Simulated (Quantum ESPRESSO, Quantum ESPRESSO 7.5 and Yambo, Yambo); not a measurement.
# Excitons of SiC (F-43m) on ever denser meshes

Aim: the absorption spectrum of SiC (F-43m) with electron-hole interaction, and what each part of the kernel does.

Program: Quantum ESPRESSO 7.5 and Yambo 5.3.0. Level of theory: PBE and many-body steps on it, plane waves. Results are calculated unless marked as measured.

## Step 1: Starting point

Symmetry: F-43m, No. 216, cubic system. The conventional cell has a = 4.358 Å, b = 4.358 Å, c = 4.358 Å, α = 90.00°, β = 90.00°, γ = 90.00°. Nearest to Si lie 4 C at 1.89 Å. Nearest to C lie 4 Si at 1.89 Å. Farther neighbours are not listed.

Structure file:

```cif
data_structure
_symmetry_space_group_name_H-M 'F-43m'
_symmetry_Int_Tables_number 216
_cell_length_a 4.3580
_cell_length_b 4.3580
_cell_length_c 4.3580
_cell_angle_alpha 90.000
_cell_angle_beta 90.000
_cell_angle_gamma 90.000
_cell_volume 82.77
loop_
_atom_site_label
_atom_site_type_symbol
_atom_site_symmetry_multiplicity
_atom_site_Wyckoff_symbol
_atom_site_fract_x
_atom_site_fract_y
_atom_site_fract_z
_atom_site_occupancy
Si1 Si 4 a 0.00000 0.00000 0.00000 1
C1 C 4 d 0.25000 0.25000 0.75000 1
```

The cell and positions come from the Crystallography Open Database and are kept as given unless a step says otherwise.

## Step 2: Empty states on the mesh, 4×4×4 mesh, 50 bands

This step: Quantum ESPRESSO 7.5; DFT, PBE, plane waves, norm-conserving pseudopotentials.

The sums over transitions need many empty states on a uniform mesh; this step solves for them.

Input file pw.in:

```
&control
  calculation = 'nscf'
  prefix = 'x'
  outdir = 'o'
  pseudo_dir = 'pseudo'
/
&system
  ibrav = 0
  nat = 2
  ntyp = 2
  ecutwfc = 74.0
  nbnd = 50
  force_symmorphic = .true.
/
&electrons
  conv_thr = 1e-9
  electron_maxstep = 80
  diago_full_acc = .true.
  diago_thr_init = 5e-6
/
ATOMIC_SPECIES
  Si 28.085 Si.upf
  C 12.011 C.upf
CELL_PARAMETERS angstrom
  -0.0000000000 2.1790000000 2.1790000000
  2.1790000000 -0.0000000000 2.1790000000
  2.1790000000 2.1790000000 -0.0000000000
ATOMIC_POSITIONS crystal
  Si 0.0000000000 0.0000000000 0.0000000000
  C 0.2500000000 0.2500000000 0.2500000000
K_POINTS automatic
  4 4 4 0 0 0
```

The run is started by

```bash
OMP_NUM_THREADS=1 mpirun -n 4 pw.x -nk 4 -in pw.in > pw.out
```

Log:

```text
Program PWSCF v.7.5 starts

     This program is part of the open-source Quantum ESPRESSO suite
     for quantum simulation of materials; please cite
         "P. Giannozzi et al., J. Phys.:Condens. Matter 21 395502 (2009);
         "P. Giannozzi et al., J. Phys.:Condens. Matter 29 465901 (2017);
         "P. Giannozzi et al., J. Chem. Phys. 152 154105 (2020);
     in publications or presentations arising from this work. More details at

     Atomic positions and unit cell read from directory:
     o/x.save/

     Message from routine setup:
[...]
91.8202  91.8202

          k =-0.3536-0.3536 0.3536 (  1502 PWs)   bands (ev):

[...]
67.3231  70.3832  74.4699  74.9168  74.9168  76.7796  76.7796  78.5456
    83.7103  84.4806  84.4806  90.2903  90.2903  92.1546  92.1546  92.5440
    93.9115  93.9115

          k = 0.3536 0.0000 0.0000 (  1491 PWs)   bands (ev):

     [... further k-points ...]

     highest occupied, lowest unoccupied level (ev):     9.4961   10.8574

     XML data file, pseudopotentials, collected wavefunctions

=------------------------------------------------------------------------------=
   JOB DONE.
=------------------------------------------------------------------------------=
```

The job ended after 1.5 s (4 MPI ranks of Arm Neoverse V1, shared host; peak memory 0.05 GiB; 5.7 s of CPU time).

Numbers from this step:

```
gap                                                           : 1.361 eV
k of the valence top                                          : 0, 0, 0
k of the conduction bottom                                    : 0, -0.5, -0.5
least direct gap                                              : 4.553 eV
k points computed                                             : 8
lowest point of the top converged band, above the valence top : 73.3698 eV
```

On this mesh the gap is 1.361 eV.

The density comes from a self-consistent run that is not shown.

## Step 3: Conversion and set-up

This step: Yambo 5.3.0; conversion and set-up on PBE, plane waves, norm-conserving pseudopotentials.

The states are converted to the many-body program's format and the q mesh is built.

The run is started by

```bash
(cd o/x.save; p2y > p2y.log; mv SAVE ../..); yambo > setup.log
```

Log:

```text
 Yambo, version 5.3.0

 [02] CORE Variables Setup
 =========================

  [02.01] Unit cells
  ==================

  Cell kind             :  FCC
  Atoms in the cell     :  Si  C
  number of Si atoms    :  1
  number of C  atoms    :  1

  List of atomic masses
  Mass of Si    :  28.08500
  Mass of C     :  12.01100

  List of atomic coordinates    : [cc]
  Si1       :  0.000000  0.000000  0.000000  order 1
  C1       :  2.058857  2.058857  2.058857  order 2

  Alat factors          :  4.117713  4.117713  4.117713 [a.u.]
  Direct lattice volume :  139.6363 [a.u.]
[...]
==========================================

 IBZ Q-points                                      :   8
 BZ  Q-points                                      :   64

 K/Q-points units:
 rlu = crystal or reduced units; cc = cartesian coordinates; iku = interal k-units

 Q [1]          [rlu]:  0.000000  0.000000  0.000000
 Q [2]          [rlu]: -0.86518E-17 -0.86518E-17  0.25000
 Q [3]          [rlu]:  0.17304E-16  0.17304E-16 -0.50000
[...]
Q [7]          [rlu]: -0.47188E-17 -0.50000     -0.50000
 Q [8]          [rlu]:  0.250000 -0.500000 -0.250000

  [03.01] X indexes
  =================

   [03.01.01] Sigma indexes
   ========================

 [06] Game Over & Game summary
```

Wall time 2.1 s (1 MPI rank); peak memory 0.23 GiB.

## Step 4: Screening and self-energy, 4×4×4 mesh, 50 bands, screening to 163.3 eV

Now the one-shot GW correction: screening in the RPA, then the self-energy of the levels asked for.

This step: G0W0 on PBE, plane waves, norm-conserving pseudopotentials.

Input file gw1.in:

```
HF_and_locXC
gw0
dyson
ppa
em1d
rim_cut
RandQpts= 1000000
RandGvec= 1 RL
EXXRLvcs= 74 Ry
VXCRLvcs= 296 Ry
Chimod= "HARTREE"
% BndsRnXp
 1 | 50 |
%
NGsBlkXp= 12 Ry
% LongDrXp
 1 | 1 | 1 |
%
% GbndRnge
 1 | 50 |
%
DysSolver= "n"
ExtendOut
PPAPntXp= 27.21138 eV
% QPkrange
 1 | 1 | 3 | 6 |
 7 | 7 | 3 | 6 |
%
```

The run is started by

```bash
OMP_NUM_THREADS=1 mpirun -n 4 yambo -F gw1.in -J gw1 -C gw1 > gw1.log
```

Log:

```text
 Yambo, version 5.3.0

 [02] CORE Variables Setup
 =========================

  [... cell, symmetries and grids as in the set-up ...]

  [02.05] Energies & Occupations
  ==============================

  [X] === General ===
  [X] Electronic Temperature                        :  0.000000  0.000000 [eV K]
  [X] Bosonic    Temperature                        :  0.000000  0.000000 [eV K]
  [X] Finite Temperature mode                       : no
  [X] El. density                                   :  0.38662E+24 [cm-3]
[...]
QP @ state[ 1 ] b range                          :   3   6
   QP @ state[ 2 ] K range                          :   7   7
   QP @ state[ 2 ] b range                          :   3   6
   GF energies kind                                 : Perdew, Burke & Ernzerhof(X)+Perdew, Burke & Ernzerhof(C)
   GF WF`s kind                                     : Perdew, Burke & Ernzerhof(X)+Perdew, Burke & Ernzerhof(C)
   Xs energies kind                                 : Perdew, Burke & Ernzerhof(X)+Perdew, Burke & Ernzerhof(C)
   Xs WF`s kind                                     : Perdew, Burke & Ernzerhof(X)+Perdew, Burke & Ernzerhof(C)

 [11] Game Over & Game summary
```

Run time: 11 s. Hardware: 4 MPI ranks; peak memory 1.1 GiB; 41 s of CPU time.

Numbers from this step:

* G0W0 gap on the points computed: 1.985 eV
* starting gap on the mesh: 1.361 eV
* k of the valence top: 0, 0, 0
* k of the conduction bottom: 0, -0.5, -0.5
* least direct G0W0 gap on the computed points: 5.539 eV

The gap on the mesh goes from 1.36 eV to 1.99 eV, a correction of +0.62 eV.

The gap opens by 0.624 eV; the next steps shift the empty bands rigidly by 0.986 eV, the correction at the start's least direct gap.

## Step 5: Empty states on the mesh, 4×4×4 mesh, 12 bands

This step: Quantum ESPRESSO 7.5; DFT, PBE, plane waves, norm-conserving pseudopotentials.

Edit pw.in of step 2 so:

```diff
@@ -11,3 +11,3 @@
   ecutwfc = 74.0
-  nbnd = 50
+  nbnd = 12
   force_symmorphic = .true.
```

The run is started by

```bash
OMP_NUM_THREADS=1 mpirun -n 4 pw.x -nk 4 -in pw.in > pw.out
```

Log:

```text
[banner, memory and clock lines left out]
Program PWSCF v.7.5 starts

     Atomic positions and unit cell read from directory:
     o/x.save/

     Message from routine setup:
     using ibrav=0 with symmetry is DISCOURAGED, use correct ibrav instead

     G-vector sticks info

     bravais-lattice index     =            0
     lattice parameter (alat)  =       5.8233  a.u.
     unit-cell volume          =     139.6363 (a.u.)^3
     number of atoms/cell      =            2
     number of atomic types    =            2
     number of electrons       =         8.00
[...]
-5.9135   9.4961   9.4961   9.4961  15.7194  16.8074  16.8074  16.8074
    24.0247  24.0247  25.9551  26.7794

          k = 0.1768 0.1768-0.1768 (  1489 PWs)   bands (ev):

    -4.7185   5.1994   8.8888   8.8888  15.4830  17.4074  17.4074  18.8439
    22.6373  22.6373  24.6419  30.5291

          k =-0.3536-0.3536 0.3536 (  1502 PWs)   bands (ev):

    -2.3476   0.9532   8.4413   8.4413  14.9265  16.7308  16.7308  19.5497
    25.6865  26.6966  26.6966  29.8901

          k = 0.3536 0.0000 0.0000 (  1491 PWs)   bands (ev):

     [... further k-points ...]

     highest occupied, lowest unoccupied level (ev):     9.4961   10.8574

     XML data file, pseudopotentials, collected wavefunctions
```

Elapsed: 0.97 s, on 4 MPI ranks; peak memory 0.05 GiB; 3.6 s of CPU time.

This step gave:

* gap: 1.361 eV
* k of the valence top: 0, 0, 0
* k of the conduction bottom: 0, -0.5, -0.5
* least direct gap: 4.553 eV
* k points computed: 8
* lowest point of the top converged band, above the valence top: 17.28 eV

On this mesh the gap is 1.361 eV.

## Step 6: Conversion and set-up

This step: Yambo 5.3.0; conversion and set-up on PBE, plane waves, norm-conserving pseudopotentials.

The run is started by

```bash
(cd o/x.save; p2y > p2y.log; mv SAVE ../..); yambo > setup.log
```

Log:

```text
 Yambo, version 5.3.0

 [02] CORE Variables Setup
 =========================

  [02.01] Unit cells
  ==================

  Cell kind             :  FCC
  Atoms in the cell     :  Si  C
  number of Si atoms    :  1
  number of C  atoms    :  1

  List of atomic masses
  Mass of Si    :  28.08500
  Mass of C     :  12.01100

  List of atomic coordinates    : [cc]
  Si1       :  0.000000  0.000000  0.000000  order 1
  C1       :  2.058857  2.058857  2.058857  order 2

  Alat factors          :  4.117713  4.117713  4.117713 [a.u.]
  Direct lattice volume :  139.6363 [a.u.]
[...]
==========================================

 IBZ Q-points                                      :   8
 BZ  Q-points                                      :   64

 K/Q-points units:
 rlu = crystal or reduced units; cc = cartesian coordinates; iku = interal k-units

 Q [1]          [rlu]:  0.000000  0.000000  0.000000
 Q [2]          [rlu]: -0.86518E-17 -0.86518E-17  0.25000
 Q [3]          [rlu]:  0.17304E-16  0.17304E-16 -0.50000
[...]
Q [7]          [rlu]: -0.47188E-17 -0.50000     -0.50000
 Q [8]          [rlu]:  0.250000 -0.500000 -0.250000

  [03.01] X indexes
  =================

   [03.01.01] Sigma indexes
   ========================

 [06] Game Over & Game summary
```

Wall time 2.1 s (1 MPI rank); peak memory 0.23 GiB.

(Part 1 of 4 ends here.)

[Paths, hosts, dates, memory and timing lines, banners, echoed tables and standing remarks are left out of the program output.]

[Logs are printed without paths, hosts, clocks, repeated set-up lines and the standing remarks that a program may print on its own settings, such as how far it seeks lower states.]

[Runs of the session that timed out or met a known fault of the program may be left out.]

[Hosts, paths, dates, database ids (printed as entryN), source tags and the programs' standing remarks are cut or masked in the printed files.]
